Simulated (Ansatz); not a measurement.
**Stationary points along a deformation path in In**

Method: Ansatz, DFT PBE, scalar-relativistic, plane waves, PAW. Cutoff 420 eV, Γ-centred 22×22×22 k-points, Gaussian smearing of 0.15 eV. No spin polarisation. Energies are free energies at this smearing, counted from the undisturbed cell; pressure is positive in compression.

Reference structure (as given, not relaxed at this level; it stands at 2.0 GPa):

```
In
1.0
    -1.62615    1.62615    2.47395
     1.62615   -1.62615    2.47395
     1.62615    1.62615   -2.47395
In
1
Direct
  0.00000 0.00000 0.00000
```

At fixed volume and fractional coordinates, lengths along (0.000, 0.000, 1.000) are scaled against those across it; ρ is that ratio over its starting value. V = 26.168 Å³/atom. Δσ is the stress along the axis less the mean stress across it (compression positive).

| ρ | ΔE (meV/atom) | Δσ (GPa) | space group |
| --- | --- | --- | --- |
| 0.800 | 6.3 | 0.70 | I4/mmm |
| 0.850 | 1.4 | 0.38 | I4/mmm |
| 0.920 | 1.2 | -0.23 | I4/mmm |
| 0.960 | 0.5 | 0.30 | I4/mmm |
| 1.000 | 0.0 | -0.04 | I4/mmm |
| 1.050 | 2.0 | -0.72 | I4/mmm |
| 1.100 | 7.2 | -1.50 | I4/mmm |
| 1.200 | 31.1 | -3.57 | I4/mmm |
| 1.300 | 75.0 | -6.66 | I4/mmm |

Problem. How does the stress give the slope of the energy, and where is the energy stationary?

Solution. Along the path d ln(length) is 2/3 d ln ρ on the axis and −1/3 d ln ρ across it, so dE/d ln ρ = −(2/3) V Δσ: the energy falls with ρ where Δσ is positive. Δσ vanishes or changes sign between ρ = 0.850 and 0.920, a minimum (near 0.89 by linear interpolation); between ρ = 0.920 and 0.960, a maximum (near 0.94 by linear interpolation); between ρ = 0.960 and 1.000, a minimum (near 0.99 by linear interpolation). Pairs of stationary points between two samples would go unseen, and could change a minimum read from distant neighbours into a maximum.

Problem. Integrate that slope from ρ = 1 to 0.850 by the trapezoid rule.

Solution. With V/N in Å³ and 1 eV/Å³ = 160.2 GPa the slopes at ρ = 1.000, 0.960, 0.920, 0.850 are 5, -33, 25, -41 meV/atom per unit of ln ρ. The steps add 0.6 + 0.2 + 0.6 = 1.4 meV/atom, against 1.4 from the energies; the trapezoid rule misses the curvature of the slope within each step.

In a metal these slopes depend on the k mesh and the smearing.